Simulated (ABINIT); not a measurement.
# MgS (Niningerite) (Fm-3m) in ABINIT: settings compared, part 2 of 2

ABINIT 10.8.3 (patched build).

## (4) Optical spectrum by the Bethe-Salpeter equation, LDA (cell relaxed at zero pressure by an earlier run)

run.abi

```
# Datasets
ndtset 3

# Pseudopotentials
pp_dirpath "./"
pseudos "S.upf, Mg.upf"

# Structure
acell 3*1.0 Angstrom
rprim
     0.0000000000     2.5659562500     2.5659562500
     2.5659562500     0.0000000000     2.5659562500
     2.5659562500     2.5659562500     0.0000000000
ntypat 2
znucl 16 12
natom 2
typat 1 2
chkprim 0
chksymtnons 0
tolsym 1.0e-6
xred
            1/2            1/2            1/2
            0.0            0.0            0.0

# Plane-wave basis
ecut 42.0
ecutsm 0.5

# k points
kptopt 1
ngkpt 4 4 4
nshiftk 1
shiftk 0.11 0.21 0.31
chksymbreak 0
istwfk *1

# Exchange and correlation
ixc 7

# Bands and occupations
occopt 1

# SCF cycle
nstep 80
diemac 6.0

# Output
iomode 3
prteig 0
prtebands 0

# Dataset 1: ground state
nband1 8
tolvrs1 1.0e-12
prtden1 1
prtwf1 0
ngkpt1 4 4 4
nshiftk1 1
shiftk1 0.0 0.0 0.0

# Dataset 2: empty bands at fixed density
iscf2 -2
getden2 1
nband2 18
nbdbuf2 4
tolwfr2 1.0e-12
nstep2 120
prtden2 0

# Dataset 3: Bethe-Salpeter equation, Tamm-Dancoff
optdriver3 99
getwfk3 2
getden3 1
bs_calctype3 1
mbpt_sciss3 1.8 eV
bs_exchange_term3 1
bs_coulomb_term3 0
bs_coupling3 0
bs_algorithm3 1
bs_loband3 3
nband3 12
ecutwfn3 25.0
ecuteps3 3.0
bs_freq_mesh3 0.0 14.0 0.05 eV
zcut3 0.15 eV
inclvkb3 2
```

Potentials or basis: PseudoDojo NC SR LDA v0.4.1 standard.

The run is started by

```bash
$ abinit run.abi > log 2>&1
```

run.abo:

```text
.Version 10.8.3 of ABINIT
 DATASET    1 : space group Fm -3 m (#225); Bravais cF (face-center cubic)
================================================================================
 Values of the parameters that define the memory need for DATASET  1.
     intxc =       0    ionmov =       0      iscf =       7    lmnmax =       6
     lnmax =       6     mgfft =      45  mpssoang =       3    mqgrid =    3001
     natom =       2  nloc_mem =       1    nspden =       1   nspinor =       1
    nsppol =       1      nsym =      48    n1xccc =    2501    ntypat =       2
    occopt =       1   xclevel =       1
       mpw =        2996          nfft =       91125          nkpt =           8
================================================================================
================================================================================
[... 13 lines left out ...]
 DATASET    3 : space group Fm -3 m (#225); Bravais cF (face-center cubic)
================================================================================
 Values of the parameters that define the memory need for DATASET  3.
     intxc =       0    ionmov =       0      iscf =       7    lmnmax =       6
     lnmax =       6     mgfft =      32  mpssoang =       3    mqgrid =    3001
     natom =       2  nloc_mem =       1    nspden =       1   nspinor =       1
    nsppol =       1      nsym =      48    n1xccc =    2501    ntypat =       2
    occopt =       1   xclevel =       1
       mpw =        1377          nfft =       32768          nkpt =          64
================================================================================
================================================================================

--------------------------------------------------------------------------------
------------- Echo of variables that govern the present computation ------------
--------------------------------------------------------------------------------
 -outvars: echo values of preprocessed input variables --------
            acell      1.8897261259E+00  1.8897261259E+00  1.8897261259E+00 Bohr
              amu      3.20660000E+01  2.43050000E+01
     bs_algorithm1          2
     bs_algorithm2          2
     bs_algorithm3          1
  bs_coulomb_term1         11
  bs_coulomb_term2         11
  bs_coulomb_term3          0
     bs_freq_mesh1     0.00000000E+00  0.00000000E+00  3.67493222E-04 Hartree
     bs_freq_mesh2     0.00000000E+00  0.00000000E+00  3.67493222E-04 Hartree
     bs_freq_mesh3     0.00000000E+00  5.14490510E-01  1.83746611E-03 Hartree
        bs_loband1          0
[... 452 lines left out ...]
 Number of electrons calculated from density =   15.9948; Expected =   16.0000
 average of density, n =  0.070146
 r_s =    1.5042
 omega_plasma =   25.5480 [eV]

 Direct diagonalization of the resonant excitonic Hamiltonian, Matrix size= 1536
 Excitonic eigenvalues in eV up to n=   32
   5.95138   6.00526   6.25413   6.38494   6.39717   6.46366   6.54489   6.57981
   6.73305   6.99614   7.01177   7.05854   7.07739   7.09177   7.09821   7.10723
   7.11080   7.12076   7.13103   7.17546   7.17696   7.18002   7.19840   7.24563
   7.25397   7.25819   7.27285   7.27539   7.28353   7.28564   7.29248   7.30488

 First excitonic eigenvalue=    5.95 [eV]
 Last  excitonic eigenvalue=   55.55 [eV]

 GW  direct gap       5.93  0.00 [eV]
 EXC direct gap       5.95  0.00 [eV]
 EXC binding energy  -0.02  0.00 [eV]

 Excitonic eigenvalues up to the GW energy gap [eV]

 Macroscopic dielectric function:
 omega [eV] <KS_RPA_nlf>  <GW_RPA_nlf>  <BSE>
   0.0000   6.5523   0.0000   5.3121   0.0000   4.9676   0.0000
   0.0500   6.5527   0.0023   5.3122   0.0010   4.9677   0.0008
   0.1000   6.5539   0.0045   5.3127   0.0020   4.9681   0.0017
   0.1500   6.5557   0.0068   5.3136   0.0030   4.9688   0.0025
   0.2000   6.5584   0.0091   5.3147   0.0040   4.9698   0.0034
   0.2500   6.5618   0.0114   5.3163   0.0051   4.9711   0.0042
   0.3000   6.5660   0.0137   5.3181   0.0061   4.9727   0.0051
   0.3500   6.5709   0.0160   5.3203   0.0071   4.9745   0.0060
   0.4000   6.5766   0.0184   5.3228   0.0081   4.9766   0.0068
   0.4500   6.5831   0.0207   5.3257   0.0092   4.9790   0.0077

 Writing KS-RPA macroscopic dielectric function without local fields to file: runo_DS3_RPA_NLF_MDF
 Writing GW-RPA macroscopic dielectric function without local fields to file: runo_DS3_GW_NLF_MDF
 Writing EXC Macroscopic dielectric function to file: runo_DS3_EXC_MDF

== END DATASET(S) ==============================================================
================================================================================

 -outvars: echo values of variables after computation  --------
            acell      1.8897261259E+00  1.8897261259E+00  1.8897261259E+00 Bohr
           etotal1    -7.0447436257E+01
           etotal3     0.0000000000E+00
            fcart1    -0.0000000000E+00 -0.0000000000E+00 -0.0000000000E+00
                      -0.0000000000E+00 -0.0000000000E+00 -0.0000000000E+00
            fcart3     0.0000000000E+00  0.0000000000E+00  0.0000000000E+00
                       0.0000000000E+00  0.0000000000E+00  0.0000000000E+00
            rprim      0.0000000000E+00  2.5659562500E+00  2.5659562500E+00
                       2.5659562500E+00  0.0000000000E+00  2.5659562500E+00
                       2.5659562500E+00  2.5659562500E+00  0.0000000000E+00
           strten1    -1.4718685685E-05 -1.4718685685E-05 -1.4718685685E-05
                       0.0000000000E+00  0.0000000000E+00  0.0000000000E+00
           strten3     0.0000000000E+00  0.0000000000E+00  0.0000000000E+00
                       0.0000000000E+00  0.0000000000E+00  0.0000000000E+00
           xangst      2.5659562500E+00  2.5659562500E+00  2.5659562500E+00
                       0.0000000000E+00  0.0000000000E+00  0.0000000000E+00
             xred      5.0000000000E-01  5.0000000000E-01  5.0000000000E-01
                       0.0000000000E+00  0.0000000000E+00  0.0000000000E+00
 Calculation completed.
```

Wall time 98 s (1 thread of Arm Neoverse V1, shared host); peak memory 0.34 GiB.

What came out:

- Free energy: -1916.9724 eV
- Pressure: 0.4 GPa

Dielectric function (mean over the directions given):
```csv
energy (eV),real part,imaginary part
0.30,4.94,0.01
0.60,4.95,0.01
0.90,4.98,0.02
1.30,5.03,0.02
1.60,5.08,0.03
2.00,5.17,0.04
2.30,5.26,0.05
2.70,5.40,0.06
3.00,5.52,0.07
3.40,5.73,0.09
3.70,5.93,0.11
4.10,6.25,0.14
4.40,6.55,0.17
4.80,7.09,0.24
5.10,7.64,0.33
5.50,8.76,0.61
5.80,10.18,1.57
6.20,10.18,2.74
6.50,10.54,3.99
6.90,15.19,5.72
7.20,12.81,16.03
7.60,6.03,14.97
7.90,1.06,14.83
8.30,-3.16,10.27
8.60,-4.85,7.65
9.00,-1.19,3.95
9.30,0.35,4.31
9.70,0.22,5.20
10.00,0.33,4.99
10.40,-0.27,5.60
10.70,-1.58,5.40
11.10,-1.03,3.90
11.40,-0.82,4.06
11.80,-1.35,3.85
12.10,-1.02,3.11
12.50,-0.47,3.45
12.80,-0.97,3.48
13.20,-0.50,3.21
13.50,-0.87,3.97
13.90,-1.19,3.27
```

Caveat: the k mesh is coarse (spacing up to 0.53 Å⁻¹), so the values aren't converged; spectra need much finer meshes, so this one isn't converged; the scissor shift was typed, not computed.
